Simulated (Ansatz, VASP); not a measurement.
Two plane-wave programs on V

```
V
1.0
    -1.49918    1.49918    1.49918
     1.49918   -1.49918    1.49918
     1.49918    1.49918   -1.49918
V
1
Cartesian
  0.0000 0.0000 0.0000
```

Alike in both runs: task single point; functional PBE; k mesh 4 × 4 × 4; occupations fermi-dirac, width 0.1 eV; no spin polarisation.

|  | VASP | Ansatz |
| --- | --- | --- |
| version | VASP 6.6.1 | Ansatz 0.2.0 |
| potentials or method | VASP PAW PBE potentials, release 64 (V_sv) | plane waves (420 eV) with PAW, scalar-relativistic |
| plane-wave cutoff (eV) | 520 | 420 |
| valence electrons in the cell | 13 | 13 |

```csv
,VASP,Ansatz,Ansatz less VASP
pressure (GPa),-0.6,-0.8,-0.23
```

Caveats: the k mesh is coarse (spacing up to 0.74 Å⁻¹), so the values aren't converged.
